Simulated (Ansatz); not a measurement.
## Ge under changes of volume

One of the cells (22.639 Å³/atom); the others are scaled copies at fixed shape and fractional positions:

```
Ge
1.0
     0.00000    2.82891    2.82891
     2.82891    0.00000    2.82891
     2.82891    2.82891    0.00000
Ge
2
Direct
  0.75000 0.75000 0.75000
  0.50000 0.50000 0.50000
```

```yaml
Program: Ansatz 0.2.0
Functional: SVWN5
Potentials_or_basis: Ansatz PAW
Cutoff: "420 eV (not typed: the program's choice for these potentials)"
k_mesh: 8 × 8 × 8
Occupations: fermi-dirac, width 0.05 eV
Spin: no spin polarisation
```

```tsv
volume (Å³/atom)	energy over the lowest point (meV/atom)	pressure (GPa)
21.281	8.72	3.3
21.733	2.06	1.5
22.186	0.00	0.0
22.639	?	?
23.092	7.45	-2.6
23.545	16.33	-3.7
23.997	28.13	-4.6
```

Task: What does the run at 22.639 Å³/atom give?

Result: Energy over the lowest point 1.88 meV/atom; pressure -1.3 GPa.

Worked out: A Birch-Murnaghan fit of order 3 (a polynomial in V^(-2/3)) to the other rows has its minimum at 22.19 Å³/atom with B0 = V·E''(V) = 70 GPa and B' = 4.1. It gives 1.89 meV/atom at 22.639 Å³/atom, against the run's 1.88, and -dE/dV = -1.3 GPa, against -1.3.

Energies are extrapolated to zero smearing.

Caveats: the PAW data sets come from PBE, with cores solved anew for the run's functional, which leaves a small shift of forces and pressure.
